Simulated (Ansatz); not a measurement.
Crystal: Pt.

```
Pt
1.0
     0.00000    1.96090    1.96090
     1.96090    0.00000    1.96090
     1.96090    1.96090    0.00000
Pt
1
Direct
  0.00000 0.00000 0.00000
```

Base run:

| Quantity | Value |
| --- | --- |
| Program | Ansatz 0.2.0 |
| Functional | LDA |
| Potentials or basis | all-electron LAPW, scalar-relativistic |
| Cutoff | 270 eV (chosen from the basis error) |
| Basis error allowed | 0.001 eV/atom |
| k mesh | 12 × 12 × 12 |
| Occupations | fermi-dirac, width 0.05 eV |
| Spin | no spin polarisation |

Its results: pressure -6.0 GPa.

Task: The run is repeated on the same cell with these changes: functional from LDA to PBEsol. What comes out?

Result: Pressure -0.6 GPa.

PBEsol binds less tightly than LDA, so the same cell stands under more pressure.
